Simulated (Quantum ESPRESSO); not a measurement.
# black phosphorene, 1 layer, stepped through biaxial strain, part 3 of 6

Wanted: a table for black phosphorene, 1 layer against biaxial strain, and what can be fitted to it.

Quantum ESPRESSO 7.5; plane-wave DFT, PBE, GBRV ultrasoft pseudopotentials.

So far. Step 2 (Relaxing cell and ions of the reference):  The last row is no step: it is a fresh SCF in the final cell with a new plane-wave basis, -0 meV from the row before. Step 3 (Relaxing the ions, -4 %): The relaxation lowers the energy by 19 meV an atom.

### 5. Potential by pp.x, -4 %

plot_num = 11 writes the bare and Hartree potential, from which vacuum levels or, in a crystal, the mean potential are read.

m0.pot.in reads:

```
&inputpp
  prefix = 'm0.scf'
  outdir = './out'
  filplot = 'm0.pot.dat'
  plot_num = 11
/
```

Started as:

```console
$ OMP_NUM_THREADS=1 mpirun -n 4 pp.x -in m0.pot.in > m0.pot.out
```

What it wrote:

```text
[banner, memory and clock lines left out]
Program POST-PROC v.7.5 starts

          URL

     ./out/m0.scf.save/

     IMPORTANT: XC functional enforced from input :
     Exchange-correlation= PBE
                           (   1   4   3   4   0   0   0)
     Any further DFT definition will be discarded
     Please, verify this is what you really want

     negative rho (up, down):  2.561E-04 0.000E+00

     Calling punch_plot, plot_num =  11
     Writing data to file  m0.pot.dat
     Message from routine chdens:
     namelist plot not found or invalid, exiting
```

Elapsed: 1.7 s, on 4 MPI ranks of Intel Xeon at 2.70GHz, shared host; peak memory 0.1 GiB; 4.6 s of CPU time.

Read from the output:

```
slope of the potential above                                          : 5.45e-5 eV/Å
upper vacuum line continued to the top atoms, over the valence top    : 4.890 eV
slope of the potential below                                          : -4.10e-5 eV/Å
lower vacuum line continued to the bottom atoms, over the valence top : 4.890 eV
vacuum level at the upper face over the valence top of the mesh       : 4.890 eV
vacuum level at the lower face over the valence top of the mesh       : 4.890 eV
```

Electrostatic potential energy of an electron; zero at the highest filled level of the SCF mesh. Table of potential energy, planar mean by z:

| z (Å) | potential energy, planar mean (eV) |
| --- | --- |
| 0.0 | 4.89 |
| 0.5 | 4.89 |
| 1.0 | 4.89 |
| 1.5 | 4.89 |
| 2.0 | 4.89 |
| 2.5 | 4.89 |
| 3.0 | 4.89 |
| 3.5 | 4.89 |
| 4.0 | 4.89 |
| 4.5 | 4.88 |
| 5.0 | 4.86 |
| 5.5 | 4.76 |
| 6.0 | 4.29 |
| 6.5 | 2.17 |
| 7.0 | -6.32 |
| 7.5 | -17.7 |
| 8.0 | -10.0 |
| 8.5 | -0.707 |
| 9.0 | -3.94 |
| 9.5 | -16.3 |
| 10.0 | -13.3 |
| 10.5 | -0.581 |
| 11.0 | 3.65 |
| 11.5 | 4.62 |
| 12.0 | 4.83 |
| 12.5 | 4.88 |
| 13.0 | 4.89 |
| 13.5 | 4.89 |
| 14.0 | 4.89 |
| 14.5 | 4.89 |
| 15.0 | 4.89 |
| 15.5 | 4.89 |
| 16.0 | 4.89 |
| 16.5 | 4.89 |
| 17.0 | 4.89 |

### 6. Bands along a path, -4 %

Bands along a path place the edges.

m0.bands.in reads:

```
&control
  prefix = 'm0.bands'
  outdir = './out'
  pseudo_dir = './pseudo'
  calculation = 'bands'
/
&system
  ibrav = 0
  nat = 4
  ntyp = 1
  ecutwfc = 40
  ecutrho = 200
  occupations = 'smearing'
  smearing = 'fd'
  degauss = 0.002
  nbnd = 16
/
&electrons
  conv_thr = 1e-07
  mixing_beta = 0.4
  electron_maxstep = 120
  mixing_mode = 'plain'
/
ATOMIC_SPECIES
  P   30.9738  p_pbe_v1.5.uspp.F.UPF
CELL_PARAMETERS angstrom
  4.43580122496000 0.00000000000000 0.00000000000000
  0.00000000000000 3.16937588448000 0.00000000000000
  0.00000000000000 0.00000000000000 17.24000000000000
ATOMIC_POSITIONS crystal
  P   0.080254824000 0.000000000000 0.437880363500
  P   0.419849277900 0.500000000000 0.437881822500
  P   0.580150722100 0.500000000000 0.562118177500
  P   0.919745176000 0.000000000000 0.562119636500
K_POINTS crystal_b
5
  0.0000000000 0.0000000000 0.0000000000 12
  0.5000000000 0.0000000000 0.0000000000 12
  0.5000000000 0.5000000000 0.0000000000 12
  0.0000000000 0.5000000000 0.0000000000 12
  0.0000000000 0.0000000000 0.0000000000 1
```

Started as:

```console
$ cp -r out/m0.scf.save out/m0.bands.save
$ cp out/m0.scf.xml out/m0.bands.xml
$ OMP_NUM_THREADS=1 mpirun -n 4 pw.x -nk 4 -in m0.bands.in > m0.bands.out
```

What it wrote:

```text
[banner, memory and clock lines left out]
Program PWSCF v.7.5 starts

          URL

     Atomic positions and unit cell read from directory:
     ./out/m0.bands.save/

     Message from routine setup:
     using ibrav=0 with symmetry is DISCOURAGED, use correct ibrav instead

     G-vector sticks info

     bravais-lattice index     =            0
     lattice parameter (alat)  =       8.3824  a.u.
     unit-cell volume          =    1635.6097 (a.u.)^3
     number of atoms/cell      =            4
     number of atomic types    =            1
     number of electrons       =        20.00
     number of Kohn-Sham states=           16
     kinetic-energy cutoff     =      40.0000  Ry
     charge density cutoff     =     200.0000  Ry
     Exchange-correlation=  SLA  PW   PBX  PBC
                           (   1   4   3   4   0   0   0)

     celldm(1)=   8.382449  celldm(2)=   0.000000  celldm(3)=   0.000000
     celldm(4)=   0.000000  celldm(5)=   0.000000  celldm(6)=   0.000000

     crystal axes: (cart. coord. in units of alat)
               a(1) = (   1.000000   0.000000   0.000000 )
               a(2) = (   0.000000   0.714499   0.000000 )
               a(3) = (   0.000000   0.000000   3.886558 )

     reciprocal axes: (cart. coord. in units 2 pi/alat)
               b(1) = (  1.000000  0.000000  0.000000 )
               b(2) = (  0.000000  1.399582  0.000000 )
               b(3) = (  0.000000  0.000000  0.257297 )

     PseudoPot. # 1 for P  read from file:
     ./pseudo/p_pbe_v1.5.uspp.F.UPF
     Pseudo is Ultrasoft + core correction, Zval =  5.0
     Generated by new atomic code, or converted to UPF format
     Using radial grid of  903 points,  6 beta functions with:
                l(1) =   0
                l(2) =   0
                l(3) =   1
                l(4) =   1
                l(5) =   2
                l(6) =   2
     Q(r) pseudized with  8 coefficients,  rinner =    1.300   1.300   1.300
                                                       1.300   1.300

     atomic species   valence    mass     pseudopotential
     P                 5.00    30.97380     P ( 1.00)

      4 Sym. Ops., with inversion, found

   Cartesian axes

     site n.     atom                  positions (alat units)
         1        P      tau(   1) = (   0.0802548   0.0000000   1.7018476  )
         2        P      tau(   2) = (   0.4198493   0.3572495   1.7018532  )
         3        P      tau(   3) = (   0.5801507   0.3572495   2.1847051  )
         4        P      tau(   4) = (   0.9197452   0.0000000   2.1847107  )

     number of k points=    49  Fermi-Dirac smearing, width (Ry)=  0.0020
                       cart. coord. in units 2pi/alat
        k(    1) = (   0.0000000   0.0000000   0.0000000), wk =   0.0408163
        k(    2) = (   0.0416667   0.0000000   0.0000000), wk =   0.0408163
        k(    3) = (   0.0833333   0.0000000   0.0000000), wk =   0.0408163
        k(    4) = (   0.1250000   0.0000000   0.0000000), wk =   0.0408163
        k(    5) = (   0.1666667   0.0000000   0.0000000), wk =   0.0408163
        k(    6) = (   0.2083333   0.0000000   0.0000000), wk =   0.0408163
        k(    7) = (   0.2500000   0.0000000   0.0000000), wk =   0.0408163
        k(    8) = (   0.2916667   0.0000000   0.0000000), wk =   0.0408163
        k(    9) = (   0.3333333   0.0000000   0.0000000), wk =   0.0408163
        k(   10) = (   0.3750000   0.0000000   0.0000000), wk =   0.0408163
        k(   11) = (   0.4166667   0.0000000   0.0000000), wk =   0.0408163
        k(   12) = (   0.4583333   0.0000000   0.0000000), wk =   0.0408163
        k(   13) = (   0.5000000   0.0000000   0.0000000), wk =   0.0408163
        k(   14) = (   0.5000000   0.0583159   0.0000000), wk =   0.0408163
        k(   15) = (   0.5000000   0.1166318   0.0000000), wk =   0.0408163
        k(   16) = (   0.5000000   0.1749477   0.0000000), wk =   0.0408163
        k(   17) = (   0.5000000   0.2332637   0.0000000), wk =   0.0408163
        k(   18) = (   0.5000000   0.2915796   0.0000000), wk =   0.0408163
        k(   19) = (   0.5000000   0.3498955   0.0000000), wk =   0.0408163
        k(   20) = (   0.5000000   0.4082114   0.0000000), wk =   0.0408163
        k(   21) = (   0.5000000   0.4665273   0.0000000), wk =   0.0408163
        k(   22) = (   0.5000000   0.5248432   0.0000000), wk =   0.0408163
        k(   23) = (   0.5000000   0.5831591   0.0000000), wk =   0.0408163
        k(   24) = (   0.5000000   0.6414751   0.0000000), wk =   0.0408163
        k(   25) = (   0.5000000   0.6997910   0.0000000), wk =   0.0408163
        k(   26) = (   0.4583333   0.6997910   0.0000000), wk =   0.0408163
        k(   27) = (   0.4166667   0.6997910   0.0000000), wk =   0.0408163
        k(   28) = (   0.3750000   0.6997910   0.0000000), wk =   0.0408163
        k(   29) = (   0.3333333   0.6997910   0.0000000), wk =   0.0408163
        k(   30) = (   0.2916667   0.6997910   0.0000000), wk =   0.0408163
        k(   31) = (   0.2500000   0.6997910   0.0000000), wk =   0.0408163
        k(   32) = (   0.2083333   0.6997910   0.0000000), wk =   0.0408163
        k(   33) = (   0.1666667   0.6997910   0.0000000), wk =   0.0408163
        k(   34) = (   0.1250000   0.6997910   0.0000000), wk =   0.0408163
        k(   35) = (   0.0833333   0.6997910   0.0000000), wk =   0.0408163
        k(   36) = (   0.0416667   0.6997910   0.0000000), wk =   0.0408163
        k(   37) = (   0.0000000   0.6997910   0.0000000), wk =   0.0408163
        k(   38) = (   0.0000000   0.6414751   0.0000000), wk =   0.0408163
        k(   39) = (   0.0000000   0.5831591   0.0000000), wk =   0.0408163
        k(   40) = (   0.0000000   0.5248432   0.0000000), wk =   0.0408163
        k(   41) = (   0.0000000   0.4665273   0.0000000), wk =   0.0408163
        k(   42) = (   0.0000000   0.4082114   0.0000000), wk =   0.0408163
        k(   43) = (   0.0000000   0.3498955   0.0000000), wk =   0.0408163
        k(   44) = (   0.0000000   0.2915796   0.0000000), wk =   0.0408163
        k(   45) = (   0.0000000   0.2332637   0.0000000), wk =   0.0408163
        k(   46) = (   0.0000000   0.1749477   0.0000000), wk =   0.0408163
        k(   47) = (   0.0000000   0.1166318   0.0000000), wk =   0.0408163
        k(   48) = (   0.0000000   0.0583159   0.0000000), wk =   0.0408163
        k(   49) = (   0.0000000   0.0000000   0.0000000), wk =   0.0408163

     Dense  grid:    78149 G-vectors     FFT dimensions: (  40,  27, 150)

     Smooth grid:    55811 G-vectors     FFT dimensions: (  36,  25, 135)

     The potential is recalculated from file :
     ./out/m0.bands.save/charge-density

     negative rho (up, down):  2.561E-04 0.000E+00
[...]
-15.4925 -15.1400 -10.1118  -9.7224  -4.6638  -4.1965  -3.3340  -3.1057
    -2.4362  -1.7524   1.3911   1.4763   2.1907   2.5416   2.6596   2.9437

          k = 0.5000 0.0000 0.0000 (  6932 PWs)   bands (ev):

   -15.3188 -15.3175  -9.9319  -9.9315  -4.4389  -4.4374  -3.2196  -3.2187
    -2.0673  -2.0663   1.4576   1.4576   2.3723   2.3727   2.7859   2.7862

          k = 0.5000 0.0583 0.0000 (  6914 PWs)   bands (ev):

   -15.2966 -15.2953  -9.9168  -9.9164  -4.4236  -4.4221  -3.4760  -3.4752
    -1.9950  -1.9940   1.6077   1.6078   2.3606   2.3611   2.7764   2.7767

          k = 0.5000 0.1166 0.0000 (  6940 PWs)   bands (ev):

   -15.2301 -15.2288  -9.8729  -9.8726  -4.3815  -4.3801  -4.0443  -4.0435
    -1.9269  -1.9258   1.9388   1.9390   2.2598   2.2602   2.9107   2.9109

          k = 0.5000 0.1749 0.0000 (  6954 PWs)   bands (ev):

   -15.1198 -15.1185  -9.8050  -9.8047  -4.7373  -4.7365  -4.2978  -4.2963
    -1.9686  -1.9675   2.0465   2.0467   2.2223   2.2228   3.3871   3.3879

          k = 0.5000 0.2333 0.0000 (  6948 PWs)   bands (ev):

   -14.9664 -14.9651  -9.7231  -9.7228  -5.4313  -5.4306  -4.2100  -4.2086
    -2.1240  -2.1229   1.8685   1.8686   2.3698   2.3702   4.0552   4.0565

          k = 0.5000 0.2916 0.0000 (  6952 PWs)   bands (ev):

   -14.7713 -14.7700  -9.6468  -9.6467  -6.0843  -6.0837  -4.1203  -4.1190
    -2.3659  -2.3650   1.7625   1.7625   2.4626   2.4628   4.5619   4.5635

          k = 0.5000 0.3499 0.0000 (  6968 PWs)   bands (ev):

   -14.5364 -14.5351  -9.6132  -9.6131  -6.6365  -6.6361  -4.0738  -4.0729
    -2.6322  -2.6318   1.7481   1.7482   2.4949   2.4951   4.5943   4.5951

          k = 0.5000 0.4082 0.0000 (  6972 PWs)   bands (ev):

   -14.2653 -14.2639  -9.6798  -9.6795  -7.0172  -7.0170  -4.1548  -4.1544
    -2.8151  -2.8149   1.7994   1.7996   2.4511   2.4514   4.4692   4.4694

          k = 0.5000 0.4665 0.0000 (  6996 PWs)   bands (ev):

   -13.9637 -13.9623  -9.8929  -9.8923  -7.1696  -7.1694  -4.4230  -4.4228
    -2.8350  -2.8342   1.8202   1.8212   2.4027   2.4029   4.4344   4.4352

          k = 0.5000 0.5248 0.0000 (  7008 PWs)   bands (ev):

   -13.6427 -13.6413 -10.2289 -10.2280  -7.1052  -7.1048  -4.8219  -4.8215
    -2.7380  -2.7368   1.6789   1.6807   2.5129   2.5136   4.4967   4.4979

          k = 0.5000 0.5832 0.0000 (  7004 PWs)   bands (ev):

   -13.3256 -13.3241 -10.6047 -10.6039  -6.8858  -6.8853  -5.2705  -5.2699
    -2.6068  -2.6055   1.4587   1.4607   2.7481   2.7490   4.5790   4.5805

          k = 0.5000 0.6415 0.0000 (  6998 PWs)   bands (ev):

   -13.0640 -13.0624 -10.9188 -10.9179  -6.5696  -6.5691  -5.7188  -5.7182
    -2.5010  -2.4997   1.2836   1.2856   2.9962   2.9970   4.5393   4.5411

          k = 0.5000 0.6998 0.0000 (  7016 PWs)   bands (ev):

   -12.9542 -12.9527 -11.0485 -11.0477  -6.2751  -6.2747  -6.0565  -6.0558
    -2.4606  -2.4592   1.2181   1.2201   3.1161   3.1169   4.4443   4.4462

          k = 0.4583 0.6998 0.0000 (  7016 PWs)   bands (ev):

   -12.9644 -12.9629 -11.0387 -11.0378  -6.3284  -6.3281  -5.9745  -5.9740
    -2.4649  -2.4636   1.2277   1.2298   2.9701   2.9706   4.4846   4.4863

          k = 0.4167 0.6998 0.0000 (  6998 PWs)   bands (ev):

   -12.9936 -12.9921 -11.0108 -11.0100  -6.4044  -6.4042  -5.8134  -5.8129
    -2.4774  -2.4762   1.2503   1.2523   2.6333   2.6337   4.4637   4.4649

          k = 0.3750 0.6998 0.0000 (  7006 PWs)   bands (ev):

   -13.0379 -13.0365 -10.9693 -10.9687  -6.4564  -6.4562  -5.6219  -5.6214
    -2.4966  -2.4954   1.2591   1.2610   2.2519   2.2521   4.2532   4.2538

          k = 0.3333 0.6998 0.0000 (  7006 PWs)   bands (ev):

   -13.0923 -13.0910 -10.9203 -10.9197  -6.4758  -6.4756  -5.4124  -5.4118
    -2.5208  -2.5198   1.1776   1.1792   1.9580   1.9581   3.9045   3.9049

          k = 0.2917 0.6998 0.0000 (  7012 PWs)   bands (ev):

   -13.1516 -13.1504 -10.8695 -10.8690  -6.4614  -6.4612  -5.1920  -5.1914
    -2.5498  -2.5488   0.9254   0.9265   1.8553   1.8559   3.4846   3.4848

          k = 0.2500 0.6998 0.0000 (  7008 PWs)   bands (ev):

   -13.2112 -13.2100 -10.8216 -10.8212  -6.4158  -6.4155  -4.9670  -4.9662
    -2.5860  -2.5852   0.5889   0.5898   1.8662   1.8670   3.0442   3.0442

          k = 0.2083 0.6998 0.0000 (  7008 PWs)   bands (ev):

   -13.2672 -13.2660 -10.7800 -10.7796  -6.3447  -6.3444  -4.7429  -4.7420
    -2.6368  -2.6361   0.2742   0.2750   1.8711   1.8718   2.6407   2.6408

          k = 0.1667 0.6998 0.0000 (  7014 PWs)   bands (ev):

   -13.3165 -13.3154 -10.7462 -10.7459  -6.2576  -6.2572  -4.5243  -4.5233
    -2.7135  -2.7129   0.0359   0.0367   1.7395   1.7399   2.3877   2.3880

          k = 0.1250 0.6998 0.0000 (  7004 PWs)   bands (ev):

   -13.3570 -13.3559 -10.7206 -10.7204  -6.1668  -6.1664  -4.3150  -4.3139
    -2.8253  -2.8249  -0.0954  -0.0944   1.4294   1.4295   2.3288   2.3292

          k = 0.0833 0.6998 0.0000 (  7000 PWs)   bands (ev):

   -13.3870 -13.3860 -10.7031 -10.7029  -6.0868  -6.0864  -4.1210  -4.1198
    -2.9673  -2.9671  -0.1130  -0.1117   1.0791   1.0796   2.3381   2.3385

          k = 0.0417 0.6998 0.0000 (  7004 PWs)   bands (ev):

   -13.4055 -13.4044 -10.6929 -10.6927  -6.0317  -6.0313  -3.9617  -3.9603
    -3.1069  -3.1069  -0.0459  -0.0441   0.7841   0.7851   2.3535   2.3539

          k = 0.0000 0.6998 0.0000 (  7016 PWs)   bands (ev):

   -13.4117 -13.4106 -10.6896 -10.6894  -6.0120  -6.0117  -3.8921  -3.8905
    -3.1725  -3.1724   0.0099   0.0121   0.6519   0.6534   2.3597   2.3601

          k = 0.0000 0.6415 0.0000 (  7012 PWs)   bands (ev):

   -13.8838 -12.9161 -11.2084 -10.1322  -6.1903  -5.8988  -4.0646  -3.8146
    -3.2970  -2.9407   0.0314   0.1662   0.2653   1.0927   1.9180   2.8227

          k = 0.0000 0.5832 0.0000 (  7002 PWs)   bands (ev):

   -14.3271 -12.4089 -11.6866  -9.5398  -6.3834  -5.8894  -4.3046  -3.8395
    -3.2915  -2.6443  -0.0470   0.2371   0.4561   1.5133   1.5686   3.2929

          k = 0.0000 0.5248 0.0000 (  7004 PWs)   bands (ev):

   -14.7363 -12.1225 -11.9045  -8.9174  -6.5464  -5.9821  -4.5772  -3.9402
    -3.1853  -2.3233  -0.2522   0.6063   0.7690   1.2251   2.0660   3.7526

          k = 0.0000 0.4665 0.0000 (  7000 PWs)   bands (ev):

   -15.1081 -12.5148 -11.4250  -8.2734  -6.6399  -6.1419  -4.8558  -4.0760
    -3.0544  -2.0107  -0.3076   0.6566   1.1029   1.4743   2.5749   4.1765

          k = 0.0000 0.4082 0.0000 (  7010 PWs)   bands (ev):

   -15.4401 -12.8628 -10.9990  -7.6232  -6.6268  -6.3309  -5.1228  -4.2046
    -2.9740  -1.7324  -0.1766   0.3680   1.6934   1.9897   3.0934   4.3460

          k = 0.0000 0.3499 0.0000 (  7014 PWs)   bands (ev):

   -15.7304 -13.1655 -10.6560  -6.9963  -6.5223  -6.4756  -5.3669  -4.2805
    -2.9723  -1.5064   0.0972   0.1383   2.3496   2.5559   3.6287   4.0270

          k = 0.0000 0.2916 0.0000 (  7038 PWs)   bands (ev):

   -15.9779 -13.4225 -10.4130  -6.6998  -6.4503  -6.1734  -5.5811  -4.2411
    -3.0291  -1.3395  -0.1377   0.5933   3.0384   3.1164   3.7537   3.8361

          k = 0.0000 0.2333 0.0000 (  7010 PWs)   bands (ev):

   -16.1815 -13.6334 -10.2640  -6.8535  -6.0663  -5.7606  -5.7379  -4.0109
    -3.1111  -1.2292  -0.3325   1.1321   3.4222   3.5284   3.5630   3.6506

          k = 0.0000 0.1749 0.0000 (  6976 PWs)   bands (ev):

   -16.3405 -13.7977 -10.1849  -6.9774  -5.9027  -5.8719  -5.2176  -3.5831
    -3.1931  -1.1673  -0.4852   1.7000   2.5912   3.3243   3.3521   3.5852

          k = 0.0000 0.1166 0.0000 (  6978 PWs)   bands (ev):

   -16.4545 -13.9152 -10.1488  -7.0681  -6.0053  -5.8009  -4.6882  -3.2597
    -3.0708  -1.1445  -0.5948   1.7578   2.2354   2.9783   3.2133   3.2252

          k = 0.0000 0.0583 0.0000 (  6970 PWs)   bands (ev):

   -16.5230 -13.9858 -10.1351  -7.1232  -6.0673  -5.7817  -4.2635  -3.3024
    -2.6388  -1.1499  -0.6608   1.1708   2.4490   2.6493   3.1427   3.1470

          k = 0.0000 0.0000 0.0000 (  6945 PWs)   bands (ev):

   -16.5458 -14.0093 -10.1318  -7.1417  -6.0880  -5.7786  -4.0936  -3.3171
    -2.4637  -1.1586  -0.6828   0.9540   2.2387   2.8148   3.1185   3.1188

     XML data file, pseudopotentials, collected wavefunctions

                                        0.00s GPU  (    1031 calls)
```

Run time: 44 s. Hardware: 4 MPI ranks; peak memory 0.36 GiB.

This step gave:

```
valence top, on the run's zero       : -1.145 eV
conduction bottom, on the run's zero : -0.6828 eV
gap by band count                    : 0.4617 eV
```

Band numbers count within the set of bands kept for display. The electronic bands at the labelled points (eV, zero at the highest filled level of the SCF mesh; v1 is the highest filled band, c1 the lowest empty one):

```csv
point,v4,v3,v2,v1,c1,c2,c3,c4
Γ,-2.94,-2.17,-1.31,-0.01,0.47,2.10,3.39,3.96
halfway,-2.69,-1.62,-1.50,-0.70,1.76,2.40,2.87,3.66
X,-2.07,-2.07,-0.92,-0.92,2.61,2.61,3.52,3.52
halfway,-2.92,-2.92,-1.48,-1.48,2.90,2.90,3.64,3.64
S,-4.91,-4.91,-1.31,-1.31,2.37,2.37,4.27,4.27
halfway,-3.82,-3.82,-1.44,-1.44,1.74,1.74,3.02,3.02
Y,-2.74,-2.74,-2.02,-2.02,1.16,1.16,1.80,1.80
halfway,-4.22,-3.13,-1.82,-0.36,1.25,1.29,3.50,3.71
Γ,-2.94,-2.17,-1.31,-0.01,0.47,2.10,3.39,3.96
```

Along this path the valence top lies near Γ and the conduction bottom at Γ.

(Continued in part 4 of 6.)

[Logs are printed without paths, hosts, clocks, repeated set-up lines and the standing remarks that a program may print on its own settings, such as how far it seeks lower states.]

[Hosts, paths, dates, database ids (printed as entryN), source tags and the programs' standing remarks are cut or masked in the printed files.]

[Maps of the electrostatic potential energy from Ansatz leave out the sawtooth potential of an applied field or a dipole correction, so their vacuum need not be flat; planar profiles and work functions include it.]
